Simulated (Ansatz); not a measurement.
# A defect in a wire: W wire along [111], 4 atoms a period, Mg in place of one W, part 3 of 4

Wanted: the relaxed defect and the transmission past it, beside the channels of the perfect wire.

Ansatz 0.2.0; DFT PBE, plane waves, PAW; relaxation of a wire's period (the session's first sound run).

So far, channels at the energy nearest the Fermi level, one spin: step 3 (the wire at its relaxed period) 5.

## (4) Relaxation of the scattering region (continued)

Level of this step: DFT PBE, plane waves, PAW; relaxation of a junction in a wire, ends held (Ansatz).

The steps of the relaxation:

```csv
step,energy less that of the first step (eV),largest force component (eV/Å)
1,0.0000,3.5956
2,-0.8454,1.1301
3,-1.0103,0.2863
4,-1.0515,0.2352
5,-1.0646,0.0669
6,-1.0661,0.0461
```

The atoms that moved most (Å):

```csv
atom,dx,dy,dz,length
Mg17,-0.574,-0.066,0.003,0.578
W21,-0.048,-0.058,0.131,0.152
W19,-0.100,-0.083,-0.045,0.138
W18,-0.077,-0.040,0.102,0.134
W20,-0.121,-0.048,0.011,0.130
W16,-0.051,-0.114,0.018,0.126
W13,-0.032,0.008,-0.116,0.121
W15,-0.072,-0.045,-0.076,0.114
```

Final coordinates:

```cif
data_structure
_symmetry_space_group_name_H-M 'P 1'
_symmetry_Int_Tables_number 1
_cell_length_a 11.2830
_cell_length_b 9.3880
_cell_length_c 24.1494
_cell_angle_alpha 90.000
_cell_angle_beta 90.000
_cell_angle_gamma 90.000
_cell_volume 2558.02
loop_
_atom_site_label
_atom_site_type_symbol
_atom_site_fract_x
_atom_site_fract_y
_atom_site_fract_z
_atom_site_occupancy
W1 W 0.32184 0.50002 0.00000 1
W2 W 0.50000 0.37030 0.03247 1
W3 W 0.50000 0.62974 0.07864 1
W4 W 0.67817 0.50002 0.00000 1
W5 W 0.32184 0.50002 0.11111 1
W6 W 0.50000 0.37030 0.14358 1
W7 W 0.50000 0.62974 0.18975 1
W8 W 0.67817 0.50002 0.11111 1
W9 W 0.32184 0.50002 0.22222 1
W10 W 0.50000 0.37030 0.25469 1
W11 W 0.50000 0.62974 0.30086 1
W12 W 0.67817 0.50002 0.22222 1
W13 W 0.31899 0.50086 0.32853 1
W14 W 0.49111 0.37080 0.36797 1
W15 W 0.49362 0.62494 0.40882 1
W16 W 0.67369 0.48791 0.33409 1
Mg17 Mg 0.27094 0.49293 0.44455 1
W18 W 0.49318 0.36603 0.48114 1
W19 W 0.49114 0.62085 0.52122 1
W20 W 0.66748 0.49487 0.44492 1
W21 W 0.31756 0.49382 0.56099 1
W22 W 0.49751 0.36338 0.58955 1
W23 W 0.50010 0.62833 0.63393 1
W24 W 0.67304 0.50319 0.55557 1
W25 W 0.32184 0.50002 0.66667 1
W26 W 0.50000 0.37030 0.69914 1
W27 W 0.50000 0.62974 0.74531 1
W28 W 0.67817 0.50002 0.66667 1
W29 W 0.32184 0.50002 0.77778 1
W30 W 0.50000 0.37030 0.81025 1
W31 W 0.50000 0.62974 0.85642 1
W32 W 0.67817 0.50002 0.77778 1
W33 W 0.32184 0.50002 0.88889 1
W34 W 0.50000 0.37030 0.92136 1
W35 W 0.50000 0.62974 0.96753 1
W36 W 0.67817 0.50002 0.88889 1
```

Numbers from this step:

```yaml
energy_at_zero_smearing: -365303.8897 eV
```

The largest force component on a free atom ends at 0.046 eV/Å, under the limit of 0.06. Mg ends nearest to W at 2.85 Å, W at 2.86 Å, W at 2.91 Å, W at 2.93 Å, W at 3.30 Å and W at 3.32 Å.

## (5) Transmission

This step: DFT PBE, plane waves, PAW; transmission of a junction in a wire (Ansatz 0.2.0).

The cell is now read as a scatterer between two semi-infinite leads, named by two sites one period apart. The scattering states in its self-consistent potential are matched to the leads' states at each energy. One point across is taken, as for a wire in vacuum.

File input.yaml:

```yaml
crystal:
  lattice:
    - [11.283, 0.0, 0.0]
    - [0.0, 9.388, 0.0]
    - [0.0, 0.0, 24.1493728099]
  atoms:
    - { symbol: W, position: [0.321836204, 0.500015667, -1.0e-10] }
    - { symbol: W, position: [0.500002526, 0.37029517, 0.0324724294] }
    - { symbol: W, position: [0.500002526, 0.629736164, 0.0786386819] }
    - { symbol: W, position: [0.678168848, 0.500015667, -1.0e-10] }
    - { symbol: W, position: [0.321836204, 0.500015667, 0.1111111109] }
    - { symbol: W, position: [0.500002526, 0.37029517, 0.1435835409] }
    - { symbol: W, position: [0.500002526, 0.629736164, 0.1897497929] }
    - { symbol: W, position: [0.678168848, 0.500015667, 0.1111111109] }
    - { symbol: W, position: [0.321836204, 0.500015667, 0.2222222219] }
    - { symbol: W, position: [0.500002526, 0.37029517, 0.2546946519] }
    - { symbol: W, position: [0.500002526, 0.629736164, 0.3008609039] }
    - { symbol: W, position: [0.678168848, 0.500015667, 0.2222222219] }
    - { symbol: W, position: [0.3189856175, 0.5008616081, 0.3285345885] }
    - { symbol: W, position: [0.4911055231, 0.3708011445, 0.3679665057] }
    - { symbol: W, position: [0.4936155907, 0.6249443552, 0.408823264] }
    - { symbol: W, position: [0.6736919125, 0.4879133617, 0.3340919917] }
    - { symbol: Mg, position: [0.2709367686, 0.4929347614, 0.4445520288] }
    - { symbol: W, position: [0.4931834831, 0.366030533, 0.4811372442] }
    - { symbol: W, position: [0.4911350178, 0.6208542139, 0.5212237606] }
    - { symbol: W, position: [0.6674774461, 0.4948701141, 0.4449177475] }
    - { symbol: W, position: [0.3175593979, 0.4938165401, 0.5609945701] }
    - { symbol: W, position: [0.4975105079, 0.3633789965, 0.5895465903] }
    - { symbol: W, position: [0.5000993858, 0.6283263008, 0.6339315965] }
    - { symbol: W, position: [0.6730404136, 0.5031920079, 0.5555663272] }
    - { symbol: W, position: [0.321836204, 0.500015667, 0.6666666669] }
    - { symbol: W, position: [0.500002526, 0.37029517, 0.6991390959] }
    - { symbol: W, position: [0.500002526, 0.629736164, 0.7453053479] }
    - { symbol: W, position: [0.678168848, 0.500015667, 0.6666666669] }
    - { symbol: W, position: [0.321836204, 0.500015667, 0.7777777779] }
    - { symbol: W, position: [0.500002526, 0.37029517, 0.8102502069] }
    - { symbol: W, position: [0.500002526, 0.629736164, 0.8564164594] }
    - { symbol: W, position: [0.678168848, 0.500015667, 0.7777777779] }
    - { symbol: W, position: [0.321836204, 0.500015667, 0.8888888889] }
    - { symbol: W, position: [0.500002526, 0.37029517, 0.9213613179] }
    - { symbol: W, position: [0.500002526, 0.629736164, 0.9675275709] }
    - { symbol: W, position: [0.678168848, 0.500015667, 0.8888888889] }
kpoints:
  mp_grid: { grid: [1, 1, 4] }
scf:
  occupations: { method: fermi_dirac, width: 0.05 }
hamiltonian:
  xc: pbe
output:
  transmission:
    e_range: [-1.26, 1.26]
    de: 0.035
    kmesh: [1, 1]
    reduced_basis: true
    leads: [[32, 0]]
  dos: { projected: true, e_range: [-4, 3] }
  write_potential: true
  write_density: true
  volumetric_format: npy
  elf: true
basis:
  ecutwfc: "350 eV"
```

The run is started by

```bash
ansatz run input.yaml --threads 4 --pin off --max-ram 16384MiB --backend cpu --events-out ev --progress --plain --runs-dir out
```

Numbers of over 12 decimals in the logs are rounded to 6 here.

Log:

```text
[...]
Crystal: 36 atoms, lattice volume = 2558.018 Å³
Basis set: ecut = 350 eV, 38055 PW (Γ)
Bands: 300, of which v1, the nominal top of the filled ones, is band 250 counted from 1 (249 counted from 0)
Symmetry: 1 space group operations
[...]
k-points: 3 of 4 (time reversal used)
[...]
SCF iter   1: F=—  HF=-365304.074330 eV  |F-HF|=—  |Δ(HF+E_count)|=         —  Δρ=6.07e-3  dr2=1.62e0  ethr=1.77e-3  ⟨swp⟩=8.7  Hψ=4193  notcnv=0  defer=12
[...]
SCF iter  11: F=-365304.055170 eV  HF=-365304.055170 eV  |F-HF|=4.37e-8  |Δ(HF+E_count)|=   1.36e-7  Δρ=1.27e-6  dr2=9.29e-8  ethr=2.00e-11  ⟨swp⟩=20.0  Hψ=3012  notcnv=0
SCF 1 converged in 11 iterations: F = -365304.055170 eV  dr2 = 9.29e-8
[...]
transmission: 29 of 174 steps passed
transmission: 58 of 174 steps passed
[...]
transmission: 174 of 174 steps passed
WARN: The output density's exchange-correlation potential varies sharply where the density is thin. Do not read a vacuum level from v_tot or v_xc, or from such a field of the output density. On a cell that repeats whose density bears no net charge and no dipole along the vacuum's axis use v_es (v_loc + v_h of the components); under efield.dipole_correction with no amplitude use v_es + v_field, which holds any externa [...]
SCF converged after 11 iterations
Free energy (F): -365304.055170 eV
[...]
Internal energy: -365303.722283 eV  (E = F + TS)
E sigma→0 (E₀):  -365303.888727 eV
Entropy (-TS):   -0.332888 eV (-9.247 meV/atom)
Fermi energy:    1.784009 eV
[...]
--- Band table (eV) ---
  k-point 0: bands = [... 246 lower, 1.6166, 1.6588, 1.7502, 1.8080, 1.8346, 1.9259, 1.9304, 1.9909, ... 46 higher]
  k-point 1: bands = [... 246 lower, 1.6062, 1.6500, 1.7335, 1.7431, 1.7878, 1.8503, 1.9004, 1.9840, ... 46 higher]
  k-point 2: bands = [... 246 lower, 1.5990, 1.6238, 1.7183, 1.7447, 1.7685, 1.8069, 1.9291, 1.9479, ... 46 higher]
--- Transmission ---
  basis      : 787 plane waves across, 29 finite elements along
  points     : 1, standing for a mesh of 1 x 1
[...]
crystal 0  : W4, at the sites [32, 0], period 2.6833 Å, over 16.10 Å; its Hamiltonian steps by up to 19.4 meV
[...]
filled         : 9.9 meV under the level at which it is neutral
    channels       : 5.000000e0 a spin
[...]
junction   : crystal 0 to crystal 0, 0.25 to 21.72 Å
    transmission   : 3.029266e0 a spin
    error estimate : 9.683250e-4 a spin from the reduction of the transverse basis, at the most 4.730315e-3 at 1.015000 eV
    conductance    : 2.2016e14 S/m² at 300 K (2.1866e14 on every other energy)
    error estimate : 0.7 % from the energy spacing and 0.0 % from band edges of the leads and from resonances (wavevectors taken as independent; lower de), 0.1 % from the reduction of the transverse basis, 7.1 % from the steps of its leads' Hamiltonians or their offsets (lay more layers), 1.7 % from the distance to neutral
    resistance     : 1.8039e-3 Ω µm² beyond half of each lead's own
```

Wall time 7.9 min (4 threads of Arm Neoverse V2, shared host); peak memory 5.9 GiB.

Numbers from this step:

| Item | Value |
| --- | --- |
| energy at zero smearing | -365303.8887 eV |
| transmission at the energy nearest the Fermi level, one spin | 3.029 |
| step of the lead's Hamiltonian | 19.4 meV |
| conductance of the junction | 3.010 G₀ |

The transmission, one spin by energy, zero at the Fermi level:

energy (eV), transmission, one spin and a bar from the least value:
```
    -1.26       1.69 ######
    -1.19       2.35 ###########
    -1.16       2.16 ##########
    -1.01       1.89 ########
    -0.91       4.17 ##########################
    -0.81       4.41 ############################
    -0.77       4.38 ############################
    -0.67       4.16 ##########################
    -0.53       3.30 ###################
    -0.42       2.54 #############
    -0.32       1.85 #######
    -0.24       2.54 #############
    -0.17       2.47 ############
    -0.07       2.59 #############
     0.00       3.03 #################
     0.07       3.40 ####################
     0.17       2.44 ############
     0.32       2.30 ###########
     0.42       2.27 ###########
     0.53       3.23 ###################
     0.67       3.74 #######################
     0.77       4.49 #############################
     0.84       4.63 ##############################
     0.91       4.53 #############################
     1.01       3.32 ###################
     1.16       0.94 
     1.26       2.41 ############
```

The open channels of the lead, one spin by energy, zero at the Fermi level:

energy (eV), open channels of the lead, one spin and a bar from the least value:
```
    -1.26       3.00 #####
    -1.19       6.00 ####################
    -1.08       4.00 ##########
    -1.01       2.00 
    -0.91       6.00 ####################
    -0.84       6.00 ####################
    -0.73       6.00 ####################
    -0.67       6.00 ####################
    -0.56       6.00 ####################
    -0.49       6.00 ####################
    -0.39       4.00 ##########
    -0.32       4.00 ##########
    -0.21       4.00 ##########
    -0.14       5.00 ###############
    -0.04       5.00 ###############
     0.00       5.00 ###############
     0.04       5.00 ###############
     0.14       5.00 ###############
     0.21       4.00 ##########
     0.32       4.00 ##########
     0.39       4.00 ##########
     0.49       6.00 ####################
     0.56       6.00 ####################
     0.67       6.00 ####################
     0.73       6.00 ####################
     0.84       8.00 ##############################
     0.91       8.00 ##############################
     1.01       5.00 ###############
     1.08       3.00 #####
     1.19       3.00 #####
     1.26       5.00 ###############
```

Projected DOS an atom over height of the atomic layer and energy from the Fermi level.  broadened by a Gaussian of 0.15 eV, since few k-points sample the long cell.

Ten even steps from '0' (0.30 states/eV) to '9' (2.13 states/eV), each cell a mean:
```
222233334320234333322222332
434444435420245344444444444
556555545531455455556556556
344334535552554354334334334
323223335362635333223233333
323333235271725323333234224
336326336281837336236336336
349438337252627338349438338
336347336243526337437336336
335335446454546445335336336
557447546444436456447557558
456546436233226346346446446
225215225231325225235225225
114114125440445225124114114
565554455651565544555655665
996996897983897986986996996
665665665763665665665664664
334334423311133244334334334
212223312210122133222123222
110110111320231110110110000
331320332530452331231331331
652442552441442552452563663
```
Columns: height of the atomic layer (Å) from 0.784 to 24.1 (not evenly spaced); rows upwards: energy from the Fermi level (eV) from -3.98 to 1.47.

Valence density in the ca plane at fractional y = 0.488, with atoms of W and Mg within 0.2 Å of it. It is the smooth field of the valence electrons, not physical close to the nuclei.

Ten steps, logarithmic in the rise over the least value, from '0' (0 e/Å³) to '9' (21 e/Å³), each cell a mean:
```
00000000000000000000000000000000000000000000
00000000000000000000000000000000000000000000
00000000000000000000000000000000000000000000
00000000000000000000000000000000000000000000
00000000000000000000000000000000000000000000
33321112332111123211112221111123211112332111
66642235665322466542235654222466532246664223
66653246666423566653246666323666642256665324
66642235665322466642236665323566632246664223
34322223343222234322223443222344322223432222
22222222222222222222222222222222222222222222
22222222222222222222222222222222222222222222
22222222222222222222222122222222222222222222
22222222222222222222211111222222222222222222
45432224554222345422111111112345432234543222
66652236666323566632111111112466653246665323
66653236666323666642115873112566653356665323
55532124554222455421117995111356532234553212
12111111221111122111013652001122211111211111
00000000000000000000000000000000000000000000
00000000000000000000000000000000000000000000
00000000000000000000000000000000000000000000
00000000000000000000000000000000000000000000
00000000000000000000000000000000000000000000
```
Columns run along c (16.0 Å, from fractional 0.10 to 0.76 of the cell), rows up along a (11.3 Å). Atoms in or near the plane, at fractional coordinates: W at (0.11, 0.32), W at (0.11, 0.68), W at (0.22, 0.32), W at (0.22, 0.68), W at (0.33, 0.32), W at (0.33, 0.67), Mg at (0.44, 0.27), W at (0.44, 0.67), W at (0.56, 0.32), W at (0.56, 0.67), W at (0.67, 0.32), W at (0.67, 0.68).

[end of part 3 of 4]

[Logs are printed without paths, hosts, clocks, repeated set-up lines and the standing remarks that a program may print on its own settings, such as how far it seeks lower states.]

[Hosts, paths, dates, database ids (printed as entryN), source tags and the programs' standing remarks are cut or masked in the printed files.]
